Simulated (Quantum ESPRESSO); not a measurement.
## CoO in Quantum ESPRESSO: the effect of functional

The system is CoO.

```
CELL_PARAMETERS angstrom
0.00000 2.34364 2.34364
2.34364 0.00000 2.34364
2.34364 2.34364 0.00000
ATOMIC_POSITIONS crystal
Co 0.00000 0.00000 0.00000
O 0.25000 0.25000 0.25000
```

Measurements of this composition are mostly on another form, of space group No. 225.

Alike in all runs:

```yaml
Program: Quantum ESPRESSO 7.5
Task: single point
Potentials_or_basis: PseudoDojo 0.4 SR PBEsol stringent
Cutoff: 1415 eV
Density_cutoff: 5660 eV
k_mesh: 7 × 7 × 7
Occupations: gaussian, width 0.05 eV
Spin: collinear spin, ferromagnetic start
Starting_moments: "[3.0, 0.0] μB"
Hubbard_terms: Co d U = 2 eV
```

```tsv
functional	gap on the mesh (eV)	pressure (GPa)
LDA	?	?
PBEsol	0.22	-12.2
revPBE	0.49	-2.9
RPBE	0.52	-1.8
PW91	0.39	-6.7
```

Q: What does the run with functional LDA give?

A: gap on the mesh 0.12 eV; pressure -18.0 GPa.

Caveats: an odd mesh through Γ misses points on the zone boundary, where band edges often lie; a cell with one magnetic atom can't hold antiferromagnetic order, which such compounds often take; the potentials were made for another functional, which shifts forces and pressure (some runs).

Runs at the PBE level aren't shown here.
